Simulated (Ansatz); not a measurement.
**InP: elastic constants with PBEsol**

**Measured values to compare with.**

From a printed reference work, data compilation, for a bulk crystal of InP at 1.6 K: band gap 1.4236 eV (direct).

Crystal: InP.

```xyz
2
Lattice="0.0000 2.9305 2.9305 2.9305 0.0000 2.9305 2.9305 2.9305 0.0000" Properties=species:S:1:pos:R:3 pbc="T T T"
In    0.0000    0.0000    0.0000
P     4.3957    4.3957    4.3957
```

```json
{
  "Program": "Ansatz 0.2.0",
  "Task": "elastic constants",
  "Functional": "PBEsol",
  "Potentials or basis": "Ansatz PAW",
  "Cutoff": "420 eV (not typed: the program's choice for these potentials)",
  "k mesh": "6 × 6 × 6",
  "Occupations": "fixed",
  "Spin": "no spin polarisation",
  "Atoms under strain": "relaxed"
}
```

```yaml
Pressure: 0.6 GPa
Band_gap_on_the_k_mesh: 0.61 eV, direct
Elastic_constants_C11_C12_C44: 98, 56, 43 GPa
Voigt_bulk_modulus: 70 GPa
```

Levels at points of the mesh, in eV from the valence-band top:
```tsv
k point	band 5	band 6	band 7	band 8	band 9	band 10	band 11	band 12	band 13
(0.00, 0.00, 0.00)	-14.01	-11.55	0.00	0.00	0.00	0.61	4.01	4.01	4.01
(0.00, 0.00, -0.50)	-14.00	-9.80	-5.80	-0.99	-0.99	1.40	4.72	4.72	6.95
(0.00, -0.50, -0.50)	-13.98	-9.13	-5.82	-2.35	-2.35	1.63	2.16	9.09	9.51
```

Elastic tensor in Voigt notation (GPa, in the Cartesian axes of the cell as first typed):
```
98 56 56  0  0  0
56 98 56  0  0  0
56 56 98  0  0  0
 0  0  0 43  0  0
 0  0  0  0 43  0
 0  0  0  0  0 43
```

It took 16 s on 2 threads of Intel(R) Xeon(R) Processor @ 2.70GHz, on a shared host, peak memory 0.39 GiB.

Against the measured gap of InP, 1.4236 eV (direct; 1.6 K; a printed reference work, data compilation), the calculated 0.61 eV is off by -0.81 eV. Spin-orbit coupling on In is left out. The value is that of PBEsol, without temperature or zero-point motion. Semilocal functionals fall short of measured gaps as a rule.

Caveat: spin-orbit coupling is left out, which moves the levels of the heavy elements; the PAW data sets come from PBE, with cores solved anew for the run's functional, which leaves a small shift of forces and pressure.
